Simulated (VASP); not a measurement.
Computed with PBEsol GGA, VASP's PBE PAW potentials (set 64) (plane waves; VASP 6.6.1).

A VASP calculation is set up with these files.

**INCAR**
```
! general
SYSTEM  = BaF2
PREC    = Accurate
ENCUT   = 600
LREAL   = .False.
LASPH   = .True.

! electronic loop
EDIFF   = 1E-7
NELM    = 100
ALGO    = Normal
LMAXMIX = 4

! smearing
ISMEAR  = 0
SIGMA   = 0.05

! functional
GGA     = PS

! ions
IBRION  = 2
NSW     = 30
ISIF    = 2
EDIFFG  = -0.01

! output
LWAVE   = .False.
LCHARG  = .False.
```

File POSCAR:
```
BaF2
1.0
  0.0000000000   3.0881705003   3.1190522053
  3.1190522053   0.0000000000   3.1190522053
  3.1190522053   3.0881705003   0.0000000000
Ba F
1 2
direct
  0.0000000000   0.0000000000   0.0000000000
  0.2500000000   0.2500000000   0.2500000000
  0.7500000000   0.7500000000   0.7500000000
```

**KPOINTS**
```
Automatic
0
Gamma
 6 6 6
0 0 0
```

POTCAR, in this order: Ba_sv F (PBE.64 set). Program: vasp_std.

What VASP printed:

### OUTCAR
```
 ion  position               nearest neighbor table
   1  0.000  0.000  0.000-   3 2.69   3 2.69   3 2.69   2 2.69   2 2.69   2 2.69   3 2.69   2 2.69
  LATTYP: Found a body centered tetragonal cell.
 ALAT       =     4.4110059305
 C/A-ratio  =     1.4002114479
 Subroutine PRICEL returns:
 Original cell was already a primitive cell.
 Subroutine GETGRP returns: Found 16 space group operations
The static configuration has the point symmetry D_4h.
The dynamic configuration has the point symmetry D_4h.
 Subroutine INISYM returns: Found 16 space group operations
 Subroutine IBZKPT returns following result:
 Found     30 irreducible k-points:

 Following reciprocal coordinates:
            Coordinates               Weight
  0.000000  0.000000  0.000000      1.000000
  0.166667  0.000000 -0.000000      8.000000
  0.333333  0.000000 -0.000000      8.000000
  0.500000  0.000000 -0.000000      4.000000
  0.166667  0.166667  0.000000      4.000000
  0.333333  0.166667 -0.000000     16.000000
  0.500000  0.166667 -0.000000     16.000000
 -0.333333  0.166667  0.000000     16.000000
 -0.166667  0.166667  0.000000      8.000000
  0.333333  0.333333  0.000000      4.000000
  0.500000  0.333333 -0.000000     16.000000
 -0.333333  0.333333  0.000000      8.000000
  0.500000  0.500000  0.000000      2.000000
  0.166667  0.000000  0.166667      2.000000
  0.333333  0.000000  0.166667      8.000000
  0.500000  0.000000  0.166667      8.000000
 -0.333333  0.000000  0.166667      8.000000
 -0.166667  0.000000  0.166667      4.000000
  0.500000  0.333333  0.166667      8.000000
 -0.333333  0.333333  0.166667      8.000000
  0.333333  0.500000  0.166667      8.000000
 -0.333333  0.500000  0.166667      4.000000
  0.333333 -0.333333  0.166667     16.000000
  0.500000 -0.333333  0.166667      4.000000
...
```

OSZICAR:
```
       N       E                     dE             d eps       ncg     rms          rms(c)
DAV:   1     0.169650813776E+03    0.16965E+03   -0.14161E+04   960   0.156E+03
DAV:   2    -0.117043128297E+02   -0.18136E+03   -0.17787E+03  1208   0.306E+02
DAV:   3    -0.190132014833E+02   -0.73089E+01   -0.72994E+01  1224   0.701E+01
DAV:   4    -0.191552753237E+02   -0.14207E+00   -0.14205E+00  1312   0.852E+00
DAV:   5    -0.191613063900E+02   -0.60311E-02   -0.60310E-02  1280   0.121E+00    0.797E+00
DAV:   6    -0.176498814277E+02    0.15114E+01   -0.84024E+00   960   0.224E+01    0.438E+00
DAV:   7    -0.176255134806E+02    0.24368E-01   -0.30462E-01  1208   0.511E+00    0.218E+00
DAV:   8    -0.176310092398E+02   -0.54958E-02   -0.48137E-02  1184   0.267E+00    0.269E-01
DAV:   9    -0.176392626893E+02   -0.82534E-02   -0.13623E-02  1152   0.798E-01    0.154E-01
DAV:  10    -0.176421682139E+02   -0.29055E-02   -0.50897E-03   984   0.458E-01    0.391E-02
DAV:  11    -0.176421537523E+02    0.14462E-04   -0.21011E-04  1280   0.114E-01    0.162E-02
DAV:  12    -0.176421976644E+02   -0.43912E-04   -0.81717E-05   960   0.597E-02    0.402E-03
DAV:  13    -0.176421977879E+02   -0.12346E-06   -0.86377E-07  1328   0.675E-03    0.179E-03
DAV:  14    -0.176421984037E+02   -0.61580E-06   -0.85288E-07   976   0.617E-03    0.111E-03
DAV:  15    -0.176421983207E+02    0.83010E-07   -0.19302E-07  1024   0.297E-03
   1 F= -.17642198E+02 E0= -.17642198E+02  d E =-.176422E+02
```

**OUTCAR**
```
------------------------ aborting loop because EDIFF is reached ----------------------------------------
  FORCE on cell =-STRESS in cart. coord.  units (eV):
  Direction    XX          YY          ZZ          XY          YZ          ZX
  --------------------------------------------------------------------------------------
  Total       -0.5019645     -0.3151465     -0.5019645     -0.0000000      0.0000000      0.0000000
  in kB      -13.3846503     -8.4032349    -13.3846503     -0.0000000      0.0000000      0.0000000
  external PRESSURE =     -11.7241785 kB  Pullay stress =       0.0000000 kB
  volume of cell :       60.09
      direct lattice vectors                 reciprocal lattice vectors
     0.000000000  3.088170500  3.119052205    -0.160305108  0.161908159  0.160305108
     3.119052205  0.000000000  3.119052205     0.160305108 -0.161908159  0.160305108
     3.119052205  3.088170500  0.000000000     0.160305108  0.161908159 -0.160305108
 POSITION                                       TOTAL-FORCE (eV/Angst)
 -----------------------------------------------------------------------------------
      0.00000      0.00000      0.00000         0.000000      0.000000      0.000000
      1.55953      1.54409      1.55953        -0.000000     -0.000000     -0.000000
      4.67858      4.63226      4.67858        -0.000000      0.000000      0.000000
 -----------------------------------------------------------------------------------
    total drift:                                0.000000      0.000000      0.000000
  FREE ENERGIE OF THE ION-ELECTRON SYSTEM (eV)
  ---------------------------------------------------
  free  energy   TOTEN  =       -17.6421983207 eV

  energy  without entropy=      -17.6421983207  energy(sigma->0) =      -17.64219832

 reached required accuracy - stopping structural energy minimisation
```
(Selected blocks of OUTCAR.)

The compound is BaF2 in the fluorite structure. This cell was strained or had an atom moved on purpose.
